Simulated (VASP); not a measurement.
Write the native input for VASP 6.6.1 that does the following.

```yaml
Task: single point
Functional: revPBE
Potentials_or_basis: VASP PAW PBE potentials, release 64 (K_sv, Ta_pv, O)
Cutoff: 520 eV
k_mesh: 4 × 4 × 4
Occupations: gaussian, width 0.01 eV
Spin: no spin polarisation
Dipole_correction: no
Further_INCAR_settings: ALGO = Normal; EDIFF = 1e-06; NBANDS = 27
```

The structure of KTaO3 lies in POSCAR:

```
KTaO3
1.0
    3.9883000000      0.0000000000      0.0000000000
    0.0000000000      3.9883000000      0.0000000000
    0.0000000000      0.0000000000      3.9883000000
K Ta O
1 1 3
Direct
    0.5000000000      0.5000000000      0.5000000000
    0.0000000000      0.0000000000      0.0000000000
    0.5000000000      0.0000000000      0.0000000000
    0.0000000000      0.5000000000      0.0000000000
    0.0000000000      0.0000000000      0.5000000000
```

These files were run (other wordings do the same):

INCAR

```
ALGO     = Normal         # electronic algorithm
EDIFF    = 1E-6           # SCF threshold, eV
ENCUT    = 520            # plane-wave cutoff, eV
GGA      = RE             # functional
ISIF     = 2              # what is computed and relaxed
ISMEAR   = 0              # smearing method
LASPH    = True           # aspherical terms in the spheres
LCHARG   = False          # write CHGCAR
LREAL    = False          # projectors in reciprocal space
LWAVE    = False          # write WAVECAR
NBANDS   = 27             # bands
NELM     = 80             # most SCF steps
PREC     = Accurate       # precision mode
SIGMA    = 0.01           # smearing width, eV
```

KPOINTS

```
k-points
0
Gamma
  4 4 4
```

Potentials or basis: VASP PAW PBE potentials, release 64 (K_sv, Ta_pv, O).

Command:

```sh
$ cat potpaw_PBE.64/K_sv/POTCAR potpaw_PBE.64/Ta_pv/POTCAR potpaw_PBE.64/O/POTCAR > POTCAR
$ mpirun -np 1 vasp_std > vasp.out
```

Results of the run:

```
Pressure               : 9.3 GPa
Band gap on the k mesh : 2.20 eV, indirect (least direct gap 2.81 eV)
```

Caveat: the PAW data sets were made with another functional, which shifts forces and pressure a little; spin-orbit coupling is left out, which moves the levels of the heavy elements.

Wall time 22 s on 1 thread of Intel(R) Xeon(R) Platinum 8488C (Sapphire Rapids), with other jobs on the host, peak memory 0.17 GiB.
